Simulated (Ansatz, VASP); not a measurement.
**Two plane-wave programs on Hf**

```
Hf
1.0
     0.00000    2.26093    2.26093
     2.26093    0.00000    2.26093
     2.26093    2.26093    0.00000
Hf
1
Direct
  0.00000 0.00000 0.00000
```

Change from the starting cell: volume scaled by 1.025, PAW files.

Alike in both runs: task electric field gradients; functional PBE; k mesh 13 × 13 × 13; occupations fermi-dirac, width 0.05 eV; no spin polarisation.

|  | VASP | Ansatz |
| --- | --- | --- |
| version | VASP 6.6.1 | Ansatz 0.2.0 |
| potentials or method | VASP PAW PBE potentials, release 64 (Hf_pv) | PAW with Ansatz's default frozen-core files, scalar-relativistic |
| plane-wave cutoff (eV) | 520 | 420 |
| valence electrons in the cell | 10 | 26 |

```csv
,VASP,Ansatz,Ansatz less VASP
pressure (GPa),-2.8,-2.4,+0.43
Vzz of the field gradient on the site that differs most (V/Å²),0.0,0.0,0.00
```

The two sets of potentials don't hold the same shells in valence. Ansatz warned: «gradients_without_spin_orbit».

Spin-orbit coupling is left out, which matters for the levels of Hf.
